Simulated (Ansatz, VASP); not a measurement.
# One calculation of PbF2, two programs

File POSCAR:

```
PbF2
1.0
    0.0000000000      2.8807545000      2.9253022500
    2.8807545000      0.0000000000      2.9253022500
    2.8807545000      2.8807545000      0.0000000000
Pb F
1 2
Direct
    0.0000000000      0.0000000000      0.0000000000
    0.2500000000      0.2500000000      0.2500000000
    0.7500000000      0.7500000000      0.7500000000
```

Contents of INCAR.step1:

```
SYSTEM = PbF2
PREC = Accurate ; ENCUT = 520
ISMEAR = 0 ; SIGMA = 0.05
LREAL = .FALSE. ; LASPH = .TRUE.
NELM = 80 ; NBANDS = 21
GGA = PE ; ALGO = Normal
EDIFF = 1E-4 ; LWAVE = .TRUE.
LCHARG = .FALSE.
```

File INCAR.step2:

```
SYSTEM = PbF2
PREC = Accurate ; ENCUT = 520
EDIFF = 1E-6 ; ISMEAR = 0
SIGMA = 0.05 ; LREAL = .FALSE.
LASPH = .TRUE. ; NELM = 80
ALGO = Normal ; ISIF = 2
LWAVE = .FALSE. ; LCHARG = .FALSE.
METAGGA = R2SCAN ; LMIXTAU = .TRUE.
NBANDS = 21 ; ISTART = 1
```

File KPOINTS:

```
Automatic mesh
0
G
  8 8 8
  0 0 0
```

Input for Ansatz:

```yaml
crystal:
  lattice:
    - [0.0, 2.8807545, 2.92530225]
    - [2.8807545, 0.0, 2.92530225]
    - [2.8807545, 2.8807545, 0.0]
  atoms:
    - { symbol: Pb, position: [0.0, 0.0, 0.0] }
    - { symbol: F, position: [0.25, 0.25, 0.25] }
    - { symbol: F, position: [0.75, 0.75, 0.75] }
basis:
  ecutwfc: 500
kpoints:
  mp_grid: { grid: [8, 8, 8] }
hamiltonian:
  xc: r2scan
scf:
  occupations: { method: gaussian, width: 0.05 }
output:
  forces: true
  stress: true
  eigenvalues: true
```

Change from the starting cell: strain -0.030 along x and y, -0.015 along z, atoms carried along.

Alike in both runs: task single point; functional r2SCAN; k mesh 8 × 8 × 8; occupations gaussian, width 0.05 eV; no spin polarisation.

|  | VASP | Ansatz |
| --- | --- | --- |
| version | VASP 6.6.1 | Ansatz 0.2.0 |
| potentials or method | VASP PAW PBE potentials, release 64 (Pb_d, F) | scalar-relativistic, plane waves, PAW |
| plane-wave cutoff (eV) | 520 | 500 |
| valence electrons in the cell | 28 | 28 |

```csv
,VASP,Ansatz,Ansatz less VASP
gap on the k mesh at the Fermi level (eV),4.86,4.86,-0.002
least direct gap on the mesh (eV),5.02,5.02,-0.004
pressure (GPa),6.0,6.0,+0.02
largest component of the traceless stress (GPa),0.51,0.51,+0.003
```

With one functional, cell and mesh, what is left measures potentials, basis and numerics.

Caveats: the PAW data sets were made with another functional, which shifts forces and pressure a little (VASP); spin-orbit coupling is left out, which as a rule narrows the gap of such compounds by several tenths of an eV. A k mesh can miss the band edges.
